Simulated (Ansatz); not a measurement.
The system is Te2Mo, a slab with vacuum.

```
Te Mo
1.0
     3.56242    0.00000    0.00000
    -1.78121    3.08514    0.00000
     0.00000    0.00000   31.56327
Te Mo
6 3
Direct
  0.00000 0.00000 0.05676
  0.33333 0.66667 0.28899
  0.33333 0.66667 0.82440
  0.33333 0.66667 0.17560
  0.33333 0.66667 0.71101
  0.00000 0.00000 0.94324
  0.33333 0.66667 0.00000
  0.00000 0.00000 0.23231
  0.00000 0.00000 0.76769
```

Base run:

- Program: Ansatz 0.2.0
- Functional: r2SCAN
- Potentials or basis: Ansatz PAW
- Cutoff: 500 eV
- Density cutoff: 2000 eV
- k mesh: 7 × 7 × 1
- Occupations: fermi-dirac, width 0.05 eV
- Spin: no spin polarisation
- Hubbard terms: Mo d U = 8 eV

Its results: band gap on the k mesh 1.28 eV, indirect (least direct gap 1.70 eV); largest force 0.115 eV/Å.

The run is repeated on the same cell with these changes: hubbard terms from Mo d U = 8 eV to Mo d U = 5 eV. What comes out?

Band gap on the k mesh 1.15 eV, direct; largest force 0.125 eV/Å.

Caveats: odd divisions of the mesh miss points on the zone boundary, where band edges often lie, so the gap on the mesh can be too wide; spin-orbit coupling is left out, which moves the levels of the heavy elements; the PAW data sets come from PBE, with cores solved anew for the run's functional, which leaves a small shift of forces and pressure; the U is typed as a test and isn't derived for this compound.

A k mesh can miss the band edges.

Not every run made on this cell is shown here.
